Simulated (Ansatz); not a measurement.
**ZrS2: straining the crystal, a stretch of c alone**

An exercise on one series of results from a longer session: the logs are not shown, and one member is left open.

Program: Ansatz 0.2.0. Level of theory: DFT r2SCAN, scalar-relativistic, plane waves, PAW. These are calculated values, not measurements.

2 further runs of the same task are left out: 2 set aside as unsound or not needed.

## The structure to begin with

The structure is trigonal, space group P-3m1 (No. 164). Conventional cell: a = 3.691 Å, b = 3.691 Å, c = 6.096 Å, α = 90.00°, β = 90.00°, γ = 120.00°. Zr (site symmetry -3m) is surrounded by 6 S at 2.57 Å. S (site symmetry 3m) is surrounded by 3 Zr at 2.57 Å.

As a file:

```cif
data_structure
_symmetry_space_group_name_H-M 'P 1'
_symmetry_Int_Tables_number 1
_cell_length_a 3.6910
_cell_length_b 3.6910
_cell_length_c 6.0963
_cell_angle_alpha 90.000
_cell_angle_beta 90.000
_cell_angle_gamma 120.000
_cell_volume 71.93
loop_
_atom_site_label
_atom_site_type_symbol
_atom_site_fract_x
_atom_site_fract_y
_atom_site_fract_z
_atom_site_occupancy
Zr1 Zr 0.00000 0.00000 0.00000 1
S1 S 0.66667 0.33333 0.76433 1
S2 S 0.33333 0.66667 0.23567 1
```

It goes back to an entry of the Materials Project.

This cell was relaxed beforehand with the same method: volume 23.98 Å³/atom, gap on the mesh 1.37 eV.

Set-up of the first run:

input.yaml

```yaml
crystal:
  lattice:
    - [3.6910035152, 0.0, 0.0]
    - [-1.8455017576, 3.1965028097, 0.0]
    - [0.0, 0.0, 6.096315588]
  atoms:
    - { symbol: Zr, position: [0.0, 0.0, 0.0] }
    - { symbol: S, position: [0.6666666667, 0.3333333333, 0.7643318249] }
    - { symbol: S, position: [0.3333333333, 0.6666666667, 0.2356681751] }
basis:
  ecutwfc: 500
kpoints:
  mp_grid: { grid: [12, 12, 6] }
hamiltonian:
  xc: r2scan
scf:
  occupations: { method: gaussian, width: 0.02 }
output:
  forces: true
  stress: true
  eigenvalues: true
```

Command:

```console
$ ansatz run input.yaml --threads 1 --pin off --max-ram 2560MiB --backend cpu --events-out ev --progress --plain --runs-dir out
```

Among the steps run: The unstrained reference; The gap over the whole zone; The cell strained by -1.0 %; Band edges over the zone at -1.0 %; The cell strained by +1.0 %; Band edges over the zone at +1.0 %; At -2.0 %; Seeking the band edges at -2.0 %; Strain +2.0 %; Seeking the band edges at +2.0 %; Strain -3.0 %; Band edges over the zone at -3.0 %; The cell strained by +3.0 %; Seeking the band edges at +3.0 %.

One table of the session follows, with a row left open; its other results are not shown here.

It belongs to the step «Energy, stress and gap against strain». Lengths are those of the vectors of the cell that was run; stresses in GPa:

| strain (%) | ΔE (meV/atom) | c (Å) |
| --- | --- | --- |
| -3.0 | 1.5 | 5.913 |
| -2.0 | 0.6 | 5.974 |
| -1.0 | ? | ? |
| +0.0 | 0.0 | 6.096 |
| +1.0 | 0.1 | 6.157 |
| +2.0 | 0.4 | 6.218 |
| +3.0 | 0.9 | 6.279 |

Estimate the missing values for strain (%) = -1.0.

Worked estimate for «ΔE (meV/atom)». A straight line through the neighbours (-2.0, 0.6) and (0.0, 0.0) gives 0.6 + (0.0 − 0.6) × (-1.0 + 2.0) / (0.0 + 2.0) = 0.3; a parabola fitted to 4 rows on both sides gives 0.1.

As computed: ΔE (meV/atom): 0.2; c (Å): 6.035. In «ΔE (meV/atom)» the line misses by +0.1 and the parabola by -0.1.

ΔE is over the unstrained cell. Stress in GPa, positive in compression, on the Cartesian axes of the input.

To keep in mind: Layers here are held mostly by dispersion, which this level lacks, so their spacing and the stiffness across them are unreliable there. Warnings in the runs' records: stress scf threshold loose.
